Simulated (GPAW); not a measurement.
# Ca in GPAW: reference runs

Aim: a first look at Ca with PBE, on the cell as given.

All numbers are computed with GPAW 26.7.0; they aren't measurements. Logs are shortened: lines on timing, memory, paths and dates and some standing lists are left out, and cuts for length are marked. The log counts tension as positive stress, the text compression.

## (1) The cell of the first run

The cell holds a slab with vacuum, 4 atoms: a = 3.980 Å, b = 3.980 Å, c = 24.780 Å, α = 90.00°, β = 90.00°, γ = 120.00°.

## (2) Single point, PBE (the (0 0 1) slab of Ca, cut from the database cell, not relaxed)

The input, run.py:

```python
import numpy as np
from ase import Atoms
from ase.dft.bandgap import bandgap
from ase.io import write
from ase.units import Bohr
from gpaw import GPAW, PW
from gpaw.elf import elf_from_dft_calculation

atoms = Atoms(['Ca', 'Ca', 'Ca', 'Ca'],
              cell=[[3.9799995206, 0, 0.0],
                    [-1.9899997603, 3.4467806919, 0.0],
                    [0.0, 0.0, 24.78]],
              scaled_positions=[[0.6666666667, 0.3333333334, 0.3026634383],
                                [0.3333333333, 0.6666666666, 0.4342211461],
                                [0.6666666667, 0.3333333334, 0.5657788539],
                                [0.3333333333, 0.6666666666, 0.6973365617]],
              pbc=True)
atoms.pbc = (True, True, False)

calc = GPAW(mode=PW(450),
            xc='PBE',
            kpts={'size': (8, 8, 1), 'gamma': True},
            occupations={'name': 'fermi-dirac', 'width': 0.05},
            nbands=33,
            convergence={'density': 1e-05, 'energy': 1e-05},
            maxiter=150,
            poissonsolver={'dipolelayer': 'xy'},
            txt='gpaw.txt')
atoms.calc = calc
energy = atoms.get_potential_energy()
forces = atoms.get_forces()
calc.write('gs.gpw')
write('result.traj', atoms)
print(f'Energy: {energy:.6f} eV')
print('Forces (eV/A):')
print(forces.round(4))
print('Fermi level:', round(calc.get_fermi_level(), 4), 'eV')
print(f'Gap: {bandgap(calc)[0]:.4f} eV, direct: {bandgap(calc, direct=True)[0]:.4f} eV')

v = calc.get_electrostatic_potential().mean(axis=(0, 1))
z = np.arange(len(v)) * atoms.cell[2, 2] / len(v)
ef = calc.get_fermi_level()
np.savetxt('planar.dat', np.c_[z, v], fmt='%.4f')
below, above = np.interp([1.5, atoms.cell[2, 2] - 1.5], z, v) - ef
print(f'Work functions: bottom {below:.4f} eV, top {above:.4f} eV')
print('Dipole moment:', *calc.get_dipole_moment().round(5), 'e A')

# fields on the real-space grid
write('density.cube', atoms, data=calc.get_pseudo_density() * Bohr**3)
write('potential.cube', atoms, data=calc.get_electrostatic_potential())
write('elf.cube', atoms, data=elf_from_dft_calculation(calc).data)
```

Potentials or basis: GPAW PAW data sets (gpaw-data 1.2.1), pw.

The run is started by

```sh
> OMP_NUM_THREADS=1 python run.py
```

gpaw.txt:

```text
__  _  _
 | _ |_)|_||  |
 |__||  | ||/\| - 26.7.0

Input parameters:
  mode=PW(ecut=450.00000000000006),
  convergence={'density': 1e-05, 'energy': 1e-05},
  kpts=MonkhorstPack(size=(8, 8, 1), gamma=True),
  maxiter=150,
  nbands=33,
  occupations=Occupations(name='fermi-dirac', width=0.05),
  poissonsolver=PoissonSolver(dipolelayer='xy'),
  xc=XC(name='PBE')

Diagonalizing LCAO Hamiltonian
Converting LCAO to pw mode

        Ca

            Ca

        Ca

            Ca

Atoms  # Å, Bohr magnetons
|   | symbol |         x |        y |         z |    initial magnetic moments |
|---|--------|-----------|----------|-----------|-----------------------------|
| 0 |     Ca |  1.990000 | 1.148927 |  7.500000 | ( 0.0000,  0.0000,  0.0000) |
| 1 |     Ca | -0.000000 | 2.297854 | 10.760000 | ( 0.0000,  0.0000,  0.0000) |
| 2 |     Ca |  1.990000 | 1.148927 | 14.020000 | ( 0.0000,  0.0000,  0.0000) |
| 3 |     Ca | -0.000000 | 2.297854 | 17.280000 | ( 0.0000,  0.0000,  0.0000) |

Unit cell  # Å
| periodic |         x |        y |         z |   lengths |     angles |
|----------|-----------|----------|-----------|-----------|------------|
|      yes |  3.980000 | 0.000000 |  0.000000 |  3.980000 |  90.000000 |
|      yes | -1.990000 | 3.446781 |  0.000000 |  3.980000 |  90.000000 |
|       no |  0.000000 | 0.000000 | 24.780000 | 24.780000 | 120.000000 |

Number of symmetries: 12
Symmetry operations  # r_c * U_cc + t_c -> r_c
|    | kind |            matrix            |
|----|------|------------------------------|
|  0 |  σ   |  1, 1, 0,  0,-1, 0,  0, 0, 1 |
|  1 |  S6  |  1, 1, 0, -1, 0, 0,  0, 0,-1 |
|  2 |  E   |  1, 0, 0,  0, 1, 0,  0, 0, 1 |
|  3 |  C2  |  1, 0, 0, -1,-1, 0,  0, 0,-1 |
|  4 |  C2  |  0, 1, 0,  1, 0, 0,  0, 0,-1 |
|  5 |  C3  |  0, 1, 0, -1,-1, 0,  0, 0, 1 |
|  6 |  S6  |  0,-1, 0,  1, 1, 0,  0, 0,-1 |
|  7 |  σ   |  0,-1, 0, -1, 0, 0,  0, 0, 1 |
|  8 |  σ   | -1, 0, 0,  1, 1, 0,  0, 0, 1 |
|  9 |  i   | -1, 0, 0,  0,-1, 0,  0, 0,-1 |
| 10 |  C3  | -1,-1, 0,  1, 0, 0,  0, 0, 1 |
| 11 |  C2  | -1,-1, 0,  0, 1, 0,  0, 0,-1 |

BZ-sampling:
  Number of BZ points: 64
  Number of IBZ points: 10

  Monkhorst-Pack size: [8, 8, 1]
  Monkhorst-Pack shift: [0.0625, 0.0625, 0.0]

K-points  # in reciprocal-cell coordinates
|   |                                coordinates |     weight |
|---|--------------------------------------------|------------|
| 0 | (  0.00000000,   0.00000000,   0.00000000) | 0.01562500 |
| 1 | (  0.12500000,   0.00000000,   0.00000000) | 0.09375000 |
| 2 | (  0.25000000,  -0.12500000,   0.00000000) | 0.09375000 |
| 3 | (  0.25000000,   0.00000000,   0.00000000) | 0.09375000 |
| 4 | (  0.37500000,  -0.12500000,   0.00000000) | 0.18750000 |
| 5 | (  0.37500000,   0.00000000,   0.00000000) | 0.09375000 |
| 6 | (  0.37500000,   0.37500000,   0.00000000) | 0.09375000 |
| 7 | (  0.50000000,   0.25000000,   0.00000000) | 0.09375000 |
| 8 | (  0.50000000,   0.37500000,   0.00000000) | 0.18750000 |
| 9 | (  0.50000000,   0.50000000,   0.00000000) | 0.04687500 |

Plane wave coefficients: 7390
Cutoff: 450.00000000000006 eV

Spin-components: 1 (collinear spins)
Bands:           33
Projectors:      20
Spin-degeneracy: 2
Datatype:        complex128

Density:
  Valence electrons: 40.0
  Components: 1
  Grid points: [ 20  20 125]
  Charge: 0.0  # |e|

Potential:
  Grid points: [ 20  20 125]

species:
  Ca:
    name:    Calcium
    Z:       20.0
    valence: 10
    core:    10
    charge:  0.0  # [|e|]
    compensation charges:
      type: gauss
      rc: 0.37  # [Å]
      lmax: 2
    cutoffs:
      filter: 2.10  # [Å]
      core: 1.17  # [Å]
    projectors
    | kind |    occ | energy [eV] | rcut [Å] |
    |------|--------|-------------|----------|
    |   3s |  2.000 |     -47.086 |    1.175 |
    |   4s |  2.000 |      -3.766 |    1.175 |
    |   3p |  6.000 |     -28.008 |    1.154 |
    |    p |        |      -0.797 |    1.154 |
    |    d |        |       0.000 |    0.937 |

    Using partial waves for Ca as LCAO basis

Reference energy: -74043.476929  # eV

eigensolver:
  PPCG
  Converge bands: occupied
  niter=2

density mixing:
  MSR1-Mixer
  Pratt-step length: 0.05
  Maximum mixing coefficient: 0.75
  Old densities: 10
  SVD Regularization: 0.005
  Good broyden scale: 1.0
  Trust region scale: 1.0
  Backstep threshold: 4.0
  History deletion threshold: 6.0
  Fourier metric: weight=20.0, sigma=0.015

occupation numbers:
  Fermi-Dirac:
    width: 0.0500  # eV

<gpaw.new.pw.poisson.DipoleLayerPWPoissonSolver object>
xc functional:
  name: PBE with 2 nearest neighbor stencil

convergence criteria:
- Maximum integral of absolute [dens]ity change: 1e-05 electrons / valence electron
- Maximum [total energy] change in last 3 cyles: 1e-05 eV / valence electron
- Maximum integral of absolute [eigenst]ate change: 4e-08 eV^2 / valence electron
maximum number of iterations: 150

SCF iterations
|iter     | |      energy | eigst |  dens |
|---------|-|-------------|-------|-------|
|iter:   1| |   -6.489123 | +0.36 |       |
|iter:   2| |   -7.318498 | -0.69 | -1.43 |
|iter:   3| |   -9.102937 | -0.91 | -1.48 |
|iter:   4| |   -7.385568 | -1.70 | -1.02 |
|iter:   5| |   -7.369354 | -2.59 | -1.58 |
|iter:   6| |   -7.336782 | -2.88 | -1.71 |
|iter:   7| |   -7.330547 | -3.75 | -2.05 |
|iter:   8| |   -7.330657 | -4.35 | -2.35 |
|iter:   9| |   -7.330948 | -4.84 | -2.77 |
|iter:  10| |   -7.330927c| -5.90 | -3.36 |
|iter:  11| |   -7.330925c| -6.66 | -3.98 |
|iter:  12| |   -7.330924c| -7.40c| -4.44 |
|iter:  13| |   -7.330924c| -7.62c| -4.94 |
|iter:  14| |   -7.330924c| -7.92c| -5.49c|

Converged in 14 steps
Energy contributions relative to reference atoms: (reference = -74043.476929)

Energy contributions:
  Kinetic:          -3.161618
  Coulomb:          10.299294
  Zero:             -1.816754
  External:          0.000000
  Xc:              -12.635395
  Entropy:          -0.032900
  Spinorbit:         0.000000
  ----------------------------
  Free energy:      -7.347374
  Extrapolated:     -7.330924

dipole moment: (0.000001, 0.000001, 0.000009)  # |e|*Ang

Fermi level: 0.295
Eigenvalues  # (at kpt = [0.000, 0.000, 0.000])
| band index |      eig [eV] | occ [0-2] |
|------------|---------------|-----------|
|          0 |       -42.248 |     2.000 |
|        ... |               |           |
|         13 |       -22.833 |     2.000 |
|         14 |       -22.825 |     2.000 |
|         15 |       -22.825 |     2.000 |
|         16 |        -3.492 |     2.000 |
|         17 |        -3.017 |     2.000 |
|         18 |        -2.249 |     2.000 |
[... 8 lines left out ...]
|         27 |         2.364 |     0.000 |
|         28 |         2.453 |     0.000 |
|        ... |               |           |
|         32 |         3.106 |     0.000 |

No gap
No difference between direct/indirect transitions
vacuum-level: 3.300  # V
Workfunctions: 3.005, 3.005 eV (top, bottom)

Forces  # eV/Ang
|        x |       y |        z |
|----------|---------|----------|
|  0.00000 | 0.00000 |  0.14694 |  # Ca   0
| -0.00000 | 0.00000 | -0.07119 |  # Ca   1
|  0.00000 | 0.00000 |  0.07119 |  # Ca   2
| -0.00000 | 0.00000 | -0.14694 |  # Ca   3

# Writing to gs.gpw (mode='')
```

Run time: 29 s. Hardware: 1 thread of Intel Xeon 6975P-C (Granite Rapids), shared host; peak memory 0.25 GiB.

Results:

- Free energy: -7.3474 eV
- Largest force: 0.147 eV/Å
- Band gap on the k mesh: none (metal or under the smearing width)
- Dipole across the slab: 0.00 e·Å
- Work function of the upper face: 3.00 eV
- Work function of the lower face: 3.00 eV

Forces in eV/Å, atoms in the order of the input:
```
Ca   0.000  0.000  0.147
Ca   0.000  0.000 -0.071
Ca   0.000  0.000  0.071
Ca   0.000  0.000 -0.147
```

Caveat: the cell was measured hot, at 723 K.
